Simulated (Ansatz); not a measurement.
Here is an Ansatz 0.2.0 calculation.

The input input.yaml:

```yaml
crystal:
  lattice:
    - [0.0, 2.179, 2.179]
    - [2.179, 0.0, 2.179]
    - [2.179, 2.179, 0.0]
  atoms:
    - { symbol: Si, position: [0.0, 0.0, 0.0] }
    - { symbol: C, position: [0.75, 0.75, 0.75] }
kpoints:
  mp_grid: { grid: [10, 10, 10] }
scf:
  occupations: { method: fermi_dirac, width: 0.05 }
hamiltonian:
  xc: pbesol
  dispersion: d4
  pseudopotentials: { kind: all_electron, lapw: { basis_error: 0.001 } }
output:
  forces: true
  stress: true
relax:
  f_tol: 0.005
  max_steps: 60
  cell: {}
```

Potentials or basis: all-electron LAPW, scalar-relativistic.

Command:

```sh
$ ansatz run input.yaml --threads 1 --pin off --max-ram 3072MiB --backend cpu --events-out ev --progress --plain --runs-dir out
```

Question: Predict the space group after relaxing (to 0.05 Å).

Answer: F-43m (No. 216).

Question: Predict the relaxed volume.

Answer: 10.22 Å³/atom.

Question: Estimate the band gap on the k mesh.

Answer: 1.23 eV.

Question: Predict the relaxed cell.

Answer: a = 3.069 Å, b = 3.069 Å, c = 3.069 Å, α = 60.00°, β = 60.00°, γ = 60.00°.

Final structure:
```cif
data_structure
_symmetry_space_group_name_H-M 'P 1'
_symmetry_Int_Tables_number 1
_cell_length_a 3.0690
_cell_length_b 3.0690
_cell_length_c 3.0690
_cell_angle_alpha 60.000
_cell_angle_beta 60.000
_cell_angle_gamma 60.000
_cell_volume 20.44
loop_
_atom_site_label
_atom_site_type_symbol
_atom_site_fract_x
_atom_site_fract_y
_atom_site_fract_z
_atom_site_occupancy
Si1 Si 0.00000 0.00000 0.00000 1
C1 C 0.75000 0.75000 0.75000 1
```

A k mesh can miss the band edges.
